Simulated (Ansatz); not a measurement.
Crystal: TiO2.

```
Ti O
1.0
    -2.97316    3.28737    3.28740
     2.97316   -3.28737    3.28740
     2.97316    3.28737   -3.28740
Ti O
4 8
Direct
  0.00000 0.50000 0.00000
  0.00000 0.00000 0.50000
  0.49524 0.24524 0.25000
  0.50475 0.75475 0.75000
  0.69508 0.69523 0.50015
  0.69508 0.19493 0.99985
  0.80452 0.74962 0.05490
  0.19472 0.74962 0.44510
  0.80528 0.25038 0.55490
  0.30492 0.80507 0.00015
  0.19548 0.25038 0.94510
  0.30492 0.30477 0.49985
```

The cell is a database's computed one.

Base run:

```yaml
Program: Ansatz 0.2.0
Functional: PBE
Potentials_or_basis: Ansatz PAW
Cutoff: "420 eV (not typed: the program's choice for these potentials)"
k_mesh: 6 × 6 × 6
Occupations: fermi-dirac, width 0.05 eV
Spin: no spin polarisation
Hubbard_terms: Ti d U = 8 eV
```

Its results: band gap on the k mesh 2.78 eV; pressure 6.2 GPa; largest force 0.239 eV/Å.

After a change of settings the same cell gave: band gap on the k mesh 2.26 eV; pressure 2.0 GPa; largest force 0.117 eV/Å. Which change was it?
A. hubbard terms from Ti d U = 8 eV to Ti d U = 4 eV
B. hubbard terms from Ti d U = 8 eV to Ti d U = 6 eV
C. hubbard terms from Ti d U = 8 eV to none; hubbard projectors from ortho-atomic (the default) to none

A.
